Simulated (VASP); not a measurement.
# SiO2 (Quartz): how numerical settings change the zone-centre modes, part 3 of 3

Aim: test the modes of SiO2 (Quartz) against the numerical settings. The starting structure is a measured crystal structure from the Crystallography Open Database.

VASP 6.6.1.

Results so far: reference E (8) 1148.7 cm⁻¹; a 3×3×2 mesh E (8) 1148.7 cm⁻¹.

### Step 4. Modes with a cutoff of 400 eV

Level of this step: LDA; plane waves and PAW (Si, O) (VASP).

Against step 2 the input has ENCUT = 400.

File INCAR:

```
SYSTEM = SiO2
PREC = Accurate
ENCUT = 400
EDIFF = 1E-08
NELM = 100
ISMEAR = 0
SIGMA = 0.03
LREAL = .FALSE.
ALGO = Normal
GGA = CA
NBANDS = 33
LORBIT = 11
LWAVE = .FALSE.
LCHARG = .FALSE.
KPAR = 16
IBRION = 6
NFREE = 2
POTIM = 0.015
NSW = 1
ISIF = 2
```

File POSCAR:

```
SiO2
1.0
    4.8736383992      0.0000000000      0.0000000000
   -2.4368191996      4.2206946626      0.0000000000
    0.0000000000      0.0000000000      5.3751250363
Si O
3 6
Direct
    0.5352916155      0.5352916155      0.0000000000
    0.0000000000      0.4647083845      0.3333333333
    0.4647083845      0.0000000000      0.6666666667
    0.1355646674      0.7239852289      0.5541618846
    0.8644353326      0.5884205616      0.1125047820
    0.5884205616      0.8644353326      0.8874952180
    0.7239852289      0.1355646674      0.4458381154
    0.2760147711      0.4115794384      0.2208285513
    0.4115794384      0.2760147711      0.7791714487
```

File KPOINTS:

```
Automatic mesh
0
Gamma
6 6 4
0 0 0
```

Potentials, in the order of the species: Si and O (LDA family, release 64).

Launch:

```bash
mpirun -np 16 vasp_std
```

Output:

```text
[banner, memory and clock lines left out]
running   16 mpi-ranks, on    1 nodes
[...]
[... a notice as in an earlier step ...]

 LDA part: xc-table for (Slater(with rela. corr.)+CA(PZ))
 , standard interpolation
 POSCAR, INCAR and KPOINTS ok, starting setup
[...]
entering main loop
       N       E                     dE             d eps       ncg     rms          rms(c)
DAV:   1     0.224384576373E+03    0.22438E+03   -0.22099E+04  1608   0.110E+03
DAV:   2    -0.731932669695E+02   -0.29758E+03   -0.28908E+03  2053   0.282E+02
DAV:   3    -0.875215098378E+02   -0.14328E+02   -0.14281E+02  2007   0.664E+01
DAV:   4    -0.876674853848E+02   -0.14598E+00   -0.14587E+00  1984   0.753E+00
[...]
DAV:  13    -0.780529721385E+02   -0.26133E-07   -0.20696E-06  1992   0.795E-03    0.236E-03
DAV:  14    -0.780529721799E+02   -0.41441E-07   -0.60527E-08  1960   0.150E-03    0.922E-04
DAV:  15    -0.780529721845E+02   -0.46493E-08   -0.17208E-08  1408   0.700E-04
   1 F= -.78052972E+02 E0= -.78052972E+02  d E =-.669874E-20
[... from here on, the cycles between the ionic steps are left out ...]
   2 F= -.78047745E+02 E0= -.78047745E+02  d E =-.118508E-19
   3 F= -.78047889E+02 E0= -.78047889E+02  d E =-.191046E-19
   4 F= -.78047524E+02 E0= -.78047524E+02  d E =-.295220E-17
   5 F= -.78047524E+02 E0= -.78047524E+02  d E =-.203187E-21
   6 F= -.78051236E+02 E0= -.78051236E+02  d E =-.539566E-22
   7 F= -.78051310E+02 E0= -.78051310E+02  d E =-.468789E-18
   8 F= -.78049197E+02 E0= -.78049197E+02  d E =-.603305E-19
   9 F= -.78049075E+02 E0= -.78049075E+02  d E =-.398836E-21
  10 F= -.78050078E+02 E0= -.78050078E+02  d E =-.174065E-17
  11 F= -.78050129E+02 E0= -.78050129E+02  d E =-.242088E-22
 Finite differences progress:
  Degree of freedom:   5/  5
  Displacement:        2/  2
  Total:              10/ 10
```

Elapsed: 66 s, on 16 MPI ranks of Intel Xeon 6975P-C (Granite Rapids), shared host; peak memory 6.3 GiB; 17 min of CPU time.

From OUTCAR (step 4):

```text
  Total       -3.4853698     -3.2897998     -3.1478550     -0.1155371      0.1730554     -0.0759214
  in kB      -50.5049146    -47.6709981    -45.6141405     -1.6741958      2.5076676     -1.1001422
  external PRESSURE =     -47.9300177 kB  Pullay stress =       0.0000000 kB

 POSITION                                       TOTAL-FORCE (eV/Angst)
 -----------------------------------------------------------------------------------
      1.30441      2.25930      0.00000         0.009540     -0.019516      0.046163
     -1.13241      1.96139      1.79171        -0.000170     -0.175528     -0.220976
      2.26482      0.00000      3.58342        -0.071855     -0.088811     -0.097818
     -1.10353      3.05572      2.96369         0.104120      0.355359      0.385189
      2.77907      2.48354      0.60473        -0.032741     -0.007356     -0.046238
      0.76128      3.64852      4.77040        -0.027275     -0.004789     -0.034219
      3.19810      0.57218      2.39644         0.005140     -0.007244      0.018319
      0.34225      1.73715      1.18698         0.019223     -0.018345     -0.034407
      1.33329      1.16497      4.18814        -0.005982     -0.033769     -0.016014
 -----------------------------------------------------------------------------------
    total drift:                                0.000042      0.000147     -0.000174

  FREE ENERGIE OF THE ION-ELECTRON SYSTEM (eV)
  ---------------------------------------------------
  free  energy   TOTEN  =       -78.0501285716 eV

  energy  without entropy=      -78.0501285716  energy(sigma->0) =      -78.05012857

[... 1 part as in an earlier step ...]

[... 2 further parts left out ...]
[key lines of the parts left out:]
E-fermi :   1.2270
```

With a cutoff of 400 eV the modes are at the top E (8) 1148.8, A1 (4) 1085.5 cm⁻¹, at the bottom A1 (1) 224.4, E (1) 129.1 cm⁻¹, with 12 more of the listed ones between; the largest shift is +1.8 cm⁻¹, in E (2), from the reference.

### Step 5. Modes with a 6×6×6 mesh

Against step 2 the input has a 6×6×6 mesh.

Edit INCAR of step 4 so:

```diff
@@ -2,3 +2,3 @@
 PREC = Accurate
-ENCUT = 400
+ENCUT = 520
 EDIFF = 1E-08
```

POSCAR is that of step 4.

File KPOINTS:

```
Automatic mesh
0
Gamma
6 6 6
0 0 0
```

Launch:

```bash
mpirun -np 16 vasp_std
```

Output:

```text
[... set-up lines as in an earlier step ...]
 entering main loop
       N       E                     dE             d eps       ncg     rms          rms(c)
DAV:   1     0.264415178883E+03    0.26442E+03   -0.25437E+04  2244   0.135E+03
DAV:   2    -0.703631928393E+02   -0.33478E+03   -0.32399E+03  2878   0.307E+02
DAV:   3    -0.875458162447E+02   -0.17183E+02   -0.17114E+02  2823   0.736E+01
DAV:   4    -0.877350105744E+02   -0.18919E+00   -0.18900E+00  2791   0.869E+00
[...]
DAV:  13    -0.779089749039E+02   -0.88720E-07   -0.21164E-06  2816   0.812E-03    0.180E-03
DAV:  14    -0.779089749513E+02   -0.47408E-07   -0.64994E-08  2760   0.155E-03    0.851E-04
DAV:  15    -0.779089749564E+02   -0.50732E-08   -0.20084E-08  1992   0.759E-04
   1 F= -.77908975E+02 E0= -.77908975E+02  d E =-.126091E-19
[... from here on, the cycles between the ionic steps are left out ...]
   2 F= -.77903750E+02 E0= -.77903750E+02  d E =-.273014E-18
   3 F= -.77903899E+02 E0= -.77903899E+02  d E =-.876194E-17
   4 F= -.77903530E+02 E0= -.77903530E+02  d E =-.638226E-18
   5 F= -.77903530E+02 E0= -.77903530E+02  d E =-.226380E-16
   6 F= -.77907252E+02 E0= -.77907252E+02  d E =-.771271E-20
   7 F= -.77907319E+02 E0= -.77907319E+02  d E =-.771363E-16
   8 F= -.77905142E+02 E0= -.77905142E+02  d E =-.775486E-19
   9 F= -.77905143E+02 E0= -.77905143E+02  d E =-.764179E-17
  10 F= -.77906131E+02 E0= -.77906131E+02  d E =-.293866E-18
  11 F= -.77906082E+02 E0= -.77906082E+02  d E =-.171747E-17
 Finite differences progress:
  Degree of freedom:   5/  5
  Displacement:        2/  2
  Total:              10/ 10
```

Run time: 1.9 min. Hardware: 16 MPI ranks; peak memory 9.9 GiB; 30 min of CPU time.

From OUTCAR (step 5):

```text
  Total       -0.0900820      0.1042410      0.2505593     -0.1147456      0.1721575     -0.0767688
  in kB       -1.3053372      1.5105093      3.6307413     -1.6627270      2.4946563     -1.1124219
  external PRESSURE =       1.2786378 kB  Pullay stress =       0.0000000 kB

 POSITION                                       TOTAL-FORCE (eV/Angst)
 -----------------------------------------------------------------------------------
      1.30441      2.25930      0.00000         0.009372     -0.019759      0.046149
     -1.13241      1.96139      1.79171        -0.000381     -0.175273     -0.220940
      2.26482      0.00000      3.58342        -0.071560     -0.088870     -0.097688
     -1.10353      3.05572      2.96369         0.104713      0.351170      0.388070
      2.77907      2.48354      0.60473        -0.029321     -0.009979     -0.049278
      0.76128      3.64852      4.77040        -0.031095     -0.003051     -0.030965
      3.19810      0.57218      2.39644         0.001216     -0.009061      0.014764
      0.34225      1.73715      1.18698         0.022605     -0.015752     -0.031609
      1.33329      1.16497      4.18814        -0.005548     -0.029426     -0.018504
 -----------------------------------------------------------------------------------
    total drift:                               -0.000075     -0.000548     -0.000205

  FREE ENERGIE OF THE ION-ELECTRON SYSTEM (eV)
  ---------------------------------------------------
  free  energy   TOTEN  =       -77.9060823225 eV

  energy  without entropy=      -77.9060823225  energy(sigma->0) =      -77.90608232

[... 1 part as in an earlier step ...]

[... 2 further parts left out ...]
[key lines of the parts left out:]
E-fermi :   1.2069
```

With a 6×6×6 mesh the modes are at the top E (8) 1148.7, A1 (4) 1085.4 cm⁻¹, at the bottom A1 (1) 223.5, E (1) 128.9 cm⁻¹, with 12 more of the listed ones between; the largest shift is +0.1 cm⁻¹, in E (7), from the reference.

### Step 6. All runs side by side

```
               run   E (8)  A1 (4)  A2 (4)   E (7)  A1 (2)  E (2)  A1 (1)  E (1)  core minutes
         reference  1148.7  1085.4  1080.7  1070.2   337.6  254.9   223.5  128.9          34.9
      a 3×3×2 mesh  1148.7  1085.4  1080.6  1070.2   337.6  255.3   223.5  129.2          3.41
a cutoff of 400 eV  1148.8  1085.5  1080.5  1070.3   338.3  256.7   224.4  129.1          17.6
      a 6×6×6 mesh  1148.7  1085.4  1080.7  1070.3   337.5  254.9   223.5  128.9          30.1
```

Modes are in cm⁻¹, degenerate ones as one, matched between runs by symmetry and order. A number in brackets counts the listed modes of one symmetry from the lowest. The symmetry labels come from an automatic analysis and can be wrong where levels nearly coincide. Between the highest four and the lowest four, 8 more are left out. Core minutes are wall time times ranks of the run shown, on a shared host.

### Step 7. Summary of results

- E (8), reference: 1148.7 cm⁻¹
- E (1), reference: 128.9 cm⁻¹
- E (8), a 3×3×2 mesh: 1148.7 cm⁻¹
- E (1), a 3×3×2 mesh: 129.2 cm⁻¹
- E (8), a cutoff of 400 eV: 1148.8 cm⁻¹
- E (1), a cutoff of 400 eV: 129.1 cm⁻¹
- E (8), a 6×6×6 mesh: 1148.7 cm⁻¹
- E (1), a 6×6×6 mesh: 128.9 cm⁻¹

In words: The largest change comes with a cutoff of 400 eV: +1.8 cm⁻¹ in E (2). On finer settings the modes change by up to +0.1 cm⁻¹ in E (7) with a 6×6×6 mesh, not denser along every axis. Other changes move the modes by more: +0.4 cm⁻¹ in E (2) with a 3×3×2 mesh and +1.8 cm⁻¹ in E (2) with a cutoff of 400 eV. The frequencies are harmonic, and the splitting of polar modes by their long-range field is left out. Further runs on this material are not shown.

[Lines on the potential files, build, host, timing and source positions are cut from VASP's logs without a mark.]

[Logs are printed without paths, hosts, clocks, repeated set-up lines and the standing remarks that a program may print on its own settings, such as how far it seeks lower states.]

[Hosts, paths, dates, database ids (printed as entryN), source tags and the programs' standing remarks are cut or masked in the printed files.]
